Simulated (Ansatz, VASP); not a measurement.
This is a calculation of Be for VASP 6.6.1.

Contents of INCAR:

```
SYSTEM = Be
PREC     = Accurate       ! precision mode
ENCUT    = 520            ! plane-wave cutoff, eV
EDIFF    = 1E-7           ! SCF threshold, eV
ISMEAR   = -1             ! smearing method
SIGMA    = 0.05           ! smearing width, eV
LREAL    = .FALSE.        ! projectors in reciprocal space
LASPH    = .TRUE.         ! aspherical terms in the spheres
NELM     = 80             ! most SCF steps
ALGO     = Normal         ! electronic algorithm
ISIF     = 2              ! what is computed and relaxed
LWAVE    = .FALSE.        ! write WAVECAR
LCHARG   = .TRUE.         ! write CHGCAR
GGA      = PE             ! functional
LELF     = .TRUE.         ! ELF
LVHAR    = .TRUE.       
NBANDS   = 12             ! bands
```

Contents of KPOINTS:

```
Automatic mesh
0
G
  7 7 12
  0 0 0
```

The input POSCAR:

```
Be
1.0
    3.6961751708      0.0000000000      0.0000000000
    0.0000000000      3.6961751708      0.0000000000
    0.0000000000      0.0000000000      2.2504481124
Be
4
Direct
    0.7974080000      0.2025920000      0.5000000000
    0.2025920000      0.7974080000      0.5000000000
    0.7025920000      0.7025920000      0.0000000000
    0.2974080000      0.2974080000      0.0000000000
```

Potentials or basis: VASP PAW PBE potentials, release 64 (Be).

Run with:

```sh
$ cat potpaw_PBE.64/Be/POTCAR > POTCAR
$ mpirun -np 1 vasp_std > vasp.out
```

Set up the same calculation for Ansatz 0.2.0. Potentials there: Ansatz PAW.

As run (the cutoff follows the program's own potentials):

File input.yaml:

```yaml
crystal:
  lattice:
    - [3.6961751708, 0.0, 0.0]
    - [0.0, 3.6961751708, 0.0]
    - [0.0, 0.0, 2.2504481124]
  atoms:
    - { symbol: Be, position: [0.797408, 0.202592, 0.5] }
    - { symbol: Be, position: [0.202592, 0.797408, 0.5] }
    - { symbol: Be, position: [0.702592, 0.702592, 0.0] }
    - { symbol: Be, position: [0.297408, 0.297408, 0.0] }
hamiltonian:
  xc: pbe
  pseudopotentials: { kind: paw }
kpoints:
  mp_grid: { grid: [7, 7, 12] }
scf:
  occupations: { method: fermi_dirac, width: 0.05 }
output:
  forces: true
  stress: true
  eigenvalues: true
```

Potentials or basis: Ansatz PAW.

Launch:

```bash
$ ansatz run input.yaml --threads 2 --pin off --max-ram 5120MiB --backend cpu --events-out ev --progress --plain --runs-dir out
```

Both were run:

|  | VASP | Ansatz | Ansatz less VASP |
| --- | --- | --- | --- |
| gap on the k mesh at the Fermi level (eV) | none | none | - |
| pressure (GPa) | 5.4 | 5.3 | -0.17 |
| largest component of the traceless stress (GPa) | 1.03 | 1.03 | -0.005 |
| rms of the force components (eV/Å) | 0.011 | 0.009 | -0.0015 |

Atom by atom the forces differ by 0.001 eV/Å (rms over components). A gap of «none» marks a metal or a gap that the smearing closes. With one functional, cell and mesh, what is left measures potentials, basis and numerics.
